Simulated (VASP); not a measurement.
# Ge (I4_1/amd) in VASP: further runs

One crystal, Ge, is run at these levels: PBE; tasks: single point.

Program: VASP 6.6.1. These are calculated values, not measurements. Logs are shortened: lines on timing, memory, paths and dates and some standing lists are left out, and cuts for length are marked.

**1. The structure**

Symmetry: I4_1/amd, No. 141, tetragonal system. The conventional cell has a = 5.149 Å, b = 5.149 Å, c = 2.795 Å, α = 90.00°, β = 90.00°, γ = 90.00°. Around Ge (site symmetry -4m2) lie 6 Ge at 2.67 to 2.79 Å.

This isn't the form of Ge at room conditions, which is diamond.

**2. Single point, PBE**

File INCAR:

```
PREC = Low
ENCUT = 400
EDIFF = 1E-7
ISMEAR = 0
SIGMA = 0.05
LREAL = F
LASPH = T
NELM = 100
ALGO = Normal
ISIF = 2
LWAVE = F
LCHARG = F
GGA = PE
NBANDS = 21
ADDGRID = F
```

File KPOINTS:

```
regular mesh
0
Gamma
  8 8 8
```

File POSCAR:

```
Ge
1.0
   -2.5744897190      2.5744897190      1.3974126432
    2.5744897190     -2.5744897190      1.3974126432
    2.5744897190      2.5744897190     -1.3974126432
Ge
2
Direct
    0.5000000000      0.5000000000      0.0000000000
    0.2500000000      0.7500000000      0.5000000000
```

Potentials or basis: VASP PAW PBE potentials, release 64 (Ge_d).

The run is started by

```console
cat potpaw_PBE.64/Ge_d/POTCAR > POTCAR
mpirun -np 1 vasp_std > vasp.out
```

OUTCAR:

```text
PREC = Low
   ENCUT = 400
   EDIFF = 1E-7
   ISMEAR = 0
   LREAL = F
   LASPH = T
   NELM = 100
   ISIF = 2
   GGA = PE

 Found     59 irreducible k-points:

 Following reciprocal coordinates:
            Coordinates               Weight
  0.000000  0.000000  0.000000      1.000000
  0.125000  0.000000 -0.000000      8.000000
  0.250000  0.000000 -0.000000      8.000000
  0.375000  0.000000  0.000000      8.000000
  0.500000  0.000000 -0.000000      4.000000
  0.125000  0.125000 -0.000000      8.000000
   k-points           NKPTS =     59   k-points in BZ     NKDIM =     59   number of bands    NBANDS=     21
   number of dos      NEDOS =    301   number of ions     NIONS =      2
   total plane-waves  NPLWV =   8000
   dimension x,y,z NGX =    20 NGY =   20 NGZ =   20
   dimension x,y,z NGXF=    24 NGYF=   24 NGZF=   24
   ions per type =               2
   NGX,Y,Z   is equivalent  to a cutoff of   8.53,  8.53,  8.53 a.u.
   NGXF,Y,Z  is equivalent  to a cutoff of  10.23, 10.23, 10.23 a.u.
 SYSTEM =  unknown system
   PREC   = low       normal or accurate (medium, high low for compatibility)
   ISTART =      0    job   : 0-new  1-cont  2-samecut
   ICHARG =      2    charge: 1-file 2-atom 10-const
   ISPIN  =      1    spin polarized calculation?
   LNONCOLLINEAR =      F non collinear calculations
   LSORBIT =      F    spin-orbit coupling
   LASPH  =      T    aspherical Exc in radial PAW
   ENCUT  =  400.0 eV  29.40 Ry    5.42 a.u.   6.36  6.36  6.36*2*pi/ulx,y,z
   NELM   =    100;   NELMIN=  2; NELMDL= -5     # of ELM steps
   EDIFF  = 0.1E-06   stopping-criterion for ELM
   LREAL  =      F    real-space projection
   EDIFFG = 0.1E-05   stopping-criterion for IOM
   NSW    =      0    number of steps for IOM
   IBRION =     -1    ionic relax: 0-MD 1-quasi-New 2-CG
   NFREE  =      0    steps in history (QN), initial steepest desc. (CG)
   ISIF   =      2    stress and relaxation
   ISYM   =      2    0-nonsym 1-usesym 2-fastsym
   POTIM  = 0.5000    time-step for ionic-motion
   TEBEG  =    0.0;   TEEND  =   0.0 temperature during run
   PSTRESS=    0.0 pullay stress
   NELECT =      28.0000    total number of electrons
   NUPDOWN=      -1.0000    fix difference up-down
   EMIN   =  10.00;   EMAX   =-10.00  energy-range for DOS
   EFERMI =   0.00;   METHOD = LEGACY
   ISMEAR =     0;   SIGMA  =   0.05  broadening in eV -4-tet -1-fermi 0-gaus
   EFERMI_NEDOS =   21; number of points for ismear=-14 and -15
   IALGO  =     38    algorithm
   IMIX   =      4    mixing-type and parameters
     AMIX     =   0.40;   BMIX     =  1.00
     AMIX_MAG =   1.60;   BMIX_MAG =  1.00
  volume/ion in A,a.u.               =      18.52       125.01
  Fermi-wavevector in a.u.,A,eV,Ry     =   1.491209  2.817976 30.255333  2.223704
  Thomas-Fermi vector in A             =   2.603893
   LORBIT       =      0    0 simple, 1 ext, 2 COOP (PROOUT), +10 PAW based schemes
   GGA     = PE    functional components
   LHFCALC =     F    Hartree Fock is set to
   AEXX    =    0.0000 exact exchange contribution
   IVDW    =     0    specifies the selected vdW correction
   LEPSILON=     F    determine dielectric tensor
   LRPA    =     F    only Hartree local field effects (RPA)
 non-spin polarized calculation
 Gauss-broadening in eV      SIGMA  =   0.05
  energy-cutoff  :      400.00
  volume of cell :       37.05
 maximum number of plane-waves:       691
   NGX = 13   NGY = 13   NGZ = 13

 number of electron      27.9999486 magnetization

 Free energy of the ion-electron system (eV)
  ---------------------------------------------------
  ext. energy  EPLUGINS =         0.00000000
  ---------------------------------------------------
  free energy    TOTEN  =        -8.54629148 eV

  energy without entropy =       -8.54539050  energy(sigma->0) =       -8.54584099

 E-fermi :   6.7265     XC(G=0): -11.3182

 val. band max:        6.7046446517   @ k =  -0.2500   0.2500   0.2500
 cond. band min:       6.8436727953   @ k =   0.3750   0.3750   0.1250
 fundamental gap:      0.1390281436
 Fermi energy:         6.7265044238

 k-point     1 :       0.0000    0.0000    0.0000
  band No.  band energies     occupation
      1     -17.9584      2.00000
      2     -17.9080      2.00000
      3     -17.8831      2.00000
      4     -17.8755      2.00000
      5     -17.7725      2.00000
      6     -17.7717      2.00000
      7     -17.7661      2.00000
      8     -17.7654      2.00000
      9     -17.7084      2.00000
     10     -17.6419      2.00000
     11      -6.5062      2.00000
     12       2.7386      2.00000
     13       4.4572      2.00000
     14       4.4580      2.00000
     15      10.0888      0.00000
     16      14.4005      0.00000
     17      14.4017      0.00000
     18      14.9575      0.00000
     19      15.1721      0.00000
     20      18.3549      0.00000
     21      19.3416      0.00000

 k-point     2 :       0.1250    0.0000   -0.0000
  band No.  band energies     occupation
      1     -17.9521      2.00000
      2     -17.8880      2.00000
      3     -17.8753      2.00000
      4     -17.8523      2.00000
      5     -17.7868      2.00000
      6     -17.7828      2.00000
      7     -17.7686      2.00000
      8     -17.7681      2.00000
      9     -17.7121      2.00000
     10     -17.6483      2.00000
     11      -6.1244      2.00000
     12       2.2948      2.00000
     13       4.4610      2.00000
     14       5.6055      2.00000
     15      10.7939      0.00000
     16      12.0668      0.00000
     17      12.6238      0.00000
     18      13.6106      0.00000
     19      14.2426      0.00000
     20      17.6912      0.00000
     21      18.1707      0.00000

 k-point     3 :       0.2500    0.0000   -0.0000
  band No.  band energies     occupation
      1     -17.9349      2.00000
      2     -17.8572      2.00000
      3     -17.8517      2.00000
      4     -17.8243      2.00000
      5     -17.8119      2.00000
      6     -17.7824      2.00000
      7     -17.7796      2.00000
      8     -17.7642      2.00000
      9     -17.7220      2.00000
     10     -17.6630      2.00000
     11      -4.9829      2.00000
     12       2.0404      2.00000
     13       4.6295      2.00000
     14       7.3939      0.00000
     15       8.2232      0.00000
     16       9.3956      0.00000
     17      12.0462      0.00000
     18      12.0777      0.00000
     19      13.3470      0.00000
     20      15.6423      0.00000
     21      17.5793      0.00000

 k-point     4 :       0.3750    0.0000    0.0000
  band No.  band energies     occupation
      1     -17.9187      2.00000
      2     -17.8539      2.00000
      3     -17.8486      2.00000
      4     -17.8362      2.00000
      5     -17.8167      2.00000
      6     -17.7986      2.00000
      7     -17.7442      2.00000
      8     -17.7349      2.00000
      9     -17.7167      2.00000
     10     -17.6791      2.00000
     11      -3.1221      2.00000
     12       1.9730      2.00000
     13       4.3205      2.00000
     14       5.0901      2.00000
     15       6.4475      2.00000
     16      10.2597      0.00000
     17      10.2809      0.00000
     18      11.5313      0.00000
     19      14.7683      0.00000
     20      15.9821      0.00000
     21      18.9714      0.00000

 k-point     5 :       0.5000    0.0000   -0.0000
  band No.  band energies     occupation
      1     -17.9106      2.00000
      2     -17.8671      2.00000
      3     -17.8610      2.00000
      4     -17.8311      2.00000
      5     -17.8078      2.00000
      6     -17.8057      2.00000
      7     -17.7426      2.00000
      8     -17.7130      2.00000
      9     -17.7095      2.00000
     10     -17.6816      2.00000
     11      -1.2446      2.00000
     12       0.4171      2.00000
     13       4.1744      2.00000
     14       4.7937      2.00000
     15       5.4488      2.00000
     16       9.2946      0.00000
     17      10.3720      0.00000
     18      12.3159      0.00000
     19      15.6191      0.00000
     20      18.3903      0.00000
     21      19.2649      0.00000

 k-point     6 :       0.1250    0.1250   -0.0000
  band No.  band energies     occupation
      1     -17.9407      2.00000
      2     -17.8617      2.00000
      3     -17.8489      2.00000
      4     -17.8162      2.00000
      5     -17.8042      2.00000
      6     -17.7951      2.00000
      7     -17.7858      2.00000
      8     -17.7652      2.00000
      9     -17.7178      2.00000
     10     -17.6566      2.00000
     11      -5.1542      2.00000
     12       2.4931      2.00000
     13       5.5745      2.00000
     14       6.3873      2.00000
     15       8.6164      0.00000
     16       8.8557      0.00000
     17      11.8512      0.00000
     18      12.6106      0.00000
     19      12.9503      0.00000
     20      15.8759      0.00000
     21      16.4769      0.00000

 [... further k-points ...]
[... 5 lines left out ...]
  --------------------------------------------------------------------------------------
  -------------------------------------------------------------------------------------
  Total        0.3532877      0.3532877      1.3993446      0.0000000      0.0000000      0.0000000
  in kB       15.2781958     15.2781958     60.5157299      0.0000000      0.0000000      0.0000000
  external PRESSURE =      30.3573738 kB  Pullay stress =       0.0000000 kB

 VOLUME and BASIS-vectors are now :
 -----------------------------------------------------------------------------
  energy-cutoff  :      400.00
  volume of cell :       37.05
      direct lattice vectors                 reciprocal lattice vectors
    -2.574489719  2.574489719  1.397412643     0.000000000  0.194213244  0.357804119
     2.574489719 -2.574489719  1.397412643     0.194213244  0.000000000  0.357804119
     2.574489719  2.574489719 -1.397412643     0.194213244  0.194213244  0.000000000

 POSITION                                       TOTAL-FORCE (eV/Angst)
 -----------------------------------------------------------------------------------
      0.00000      0.00000      1.39741        -0.000000      0.000000      0.000000
      2.57449      0.00000      0.69871         0.000000     -0.000000     -0.000000
 -----------------------------------------------------------------------------------
    total drift:                               -0.000000      0.000000      0.000000

  FREE ENERGIE OF THE ION-ELECTRON SYSTEM (eV)
  ---------------------------------------------------
  free  energy   TOTEN  =        -8.5462914800 eV

  energy  without entropy=       -8.5453904990  energy(sigma->0) =       -8.54584099
```

It took 8.2 s on 1 thread of Intel Xeon 6975P-C (Granite Rapids), shared host; peak memory 0.12 GiB.

The run converged, but some of its settings lie outside the range that counts as converged, so its numbers aren't taken as properties of the crystal.

Results:

| Item | Value |
| --- | --- |
| Free energy | -8.5463 eV |
| Pressure | 3.0 GPa |
| Band gap on the k mesh | none (metal or under the smearing width) |

**3. Single point, PBE**

INCAR is that of step 2.

KPOINTS is that of step 2.

File POSCAR:

```
Ge
1.0
   -2.5744897190      2.5744897190      1.3974126432
    2.5744897190     -2.5744897190      1.3974126432
    2.5744897190      2.5744897190     -1.3974126432
Ge
2
Direct
    0.5147880000      0.5105290000      0.0041050000
    0.2603220000      0.7562090000      0.5249690000
```

Potentials or basis: VASP PAW PBE potentials, release 64 (Ge_d).

The run is started by

```console
cat potpaw_PBE.64/Ge_d/POTCAR > POTCAR
mpirun -np 1 vasp_std > vasp.out
```

OUTCAR:

```text
PREC = Low
   ENCUT = 400
   EDIFF = 1E-7
   ISMEAR = 0
   LREAL = F
   LASPH = T
   NELM = 100
   ISIF = 2
   GGA = PE

 Found    260 irreducible k-points:

 Following reciprocal coordinates:
            Coordinates               Weight
  0.000000  0.000000  0.000000      1.000000
  0.125000  0.000000 -0.000000      2.000000
  0.125000  0.000000 -0.125000      2.000000
  0.000000  0.125000 -0.125000      2.000000
  0.000000  0.125000 -0.000000      2.000000
  0.250000  0.000000 -0.000000      2.000000
   k-points           NKPTS =    260   k-points in BZ     NKDIM =    260   number of bands    NBANDS=     21
[... 79 lines left out ...]
      5     -17.7803      2.00000
      6     -17.7723      2.00000
[... 133 lines left out ...]
     20      15.6446      0.00000
     21      17.6587      0.00000

 [... further k-points ...]
[... 5 lines left out ...]
  --------------------------------------------------------------------------------------
  -------------------------------------------------------------------------------------
  Total        0.1974283      0.4232366      1.4002980     -0.0634859     -0.1077256      0.0655596
  in kB        8.5379364     18.3031894     60.5569624     -2.7454960     -4.6586765      2.8351770
  external PRESSURE =      29.1326961 kB  Pullay stress =       0.0000000 kB

 VOLUME and BASIS-vectors are now :
 -----------------------------------------------------------------------------
  energy-cutoff  :      400.00
  volume of cell :       37.05
      direct lattice vectors                 reciprocal lattice vectors
    -2.574489719  2.574489719  1.397412643     0.000000000  0.194213244  0.357804119
     2.574489719 -2.574489719  1.397412643     0.194213244  0.000000000  0.357804119
     2.574489719  2.574489719 -1.397412643     0.194213244  0.194213244  0.000000000

 POSITION                                       TOTAL-FORCE (eV/Angst)
 -----------------------------------------------------------------------------------
     -0.00040      0.02153      1.42705         0.182496      0.219699     -0.024377
      2.62818      0.07487      0.68691        -0.182496     -0.219699      0.024377
 -----------------------------------------------------------------------------------
    total drift:                                0.011168     -0.011589     -0.004282

  FREE ENERGIE OF THE ION-ELECTRON SYSTEM (eV)
  ---------------------------------------------------
  free  energy   TOTEN  =        -8.5332480926 eV

  energy  without entropy=       -8.5318736260  energy(sigma->0) =       -8.53256086
```

OSZICAR:

```text
N       E                     dE             d eps       ncg     rms          rms(c)
DAV:   1     0.159736353096E+03    0.15974E+03   -0.12313E+04 12487   0.336E+03
DAV:   2     0.124123728073E+02   -0.14732E+03   -0.14317E+03 10990   0.523E+02
DAV:   3    -0.801910523095E+01   -0.20431E+02   -0.20292E+02 12438   0.123E+02
DAV:   4    -0.854108845508E+01   -0.52198E+00   -0.52166E+00 12135   0.233E+01
DAV:   5    -0.854850595395E+01   -0.74175E-02   -0.74173E-02 12402   0.294E+00    0.212E+00
DAV:   6    -0.853838821635E+01    0.10118E-01   -0.17679E-02 14733   0.224E+00    0.121E+00
DAV:   7    -0.853340026953E+01    0.49879E-02   -0.13198E-02 14705   0.168E+00    0.112E-01
DAV:   8    -0.853324474539E+01    0.15552E-03   -0.20372E-03 14138   0.793E-01    0.396E-02
DAV:   9    -0.853324856550E+01   -0.38201E-05   -0.69132E-05 14183   0.119E-01    0.124E-02
DAV:  10    -0.853324816439E+01    0.40110E-06   -0.36640E-06 13429   0.209E-02    0.221E-03
DAV:  11    -0.853324809256E+01    0.71833E-07   -0.22695E-07 10630   0.429E-03
   1 F= -.85332481E+01 E0= -.85325609E+01  d E =-.137447E-02
```

It took 28 s on 1 thread of Intel Xeon 6975P-C (Granite Rapids), shared host; peak memory 0.19 GiB.

These settings aren't checked as converged: the numbers below hold their error.

Results:

* Free energy: -8.5332 eV
* Pressure: 2.9 GPa
* Largest force: 0.287 eV/Å
* Band gap on the k mesh: none (metal or under the smearing width)

(Part 1 of 2 ends here.)
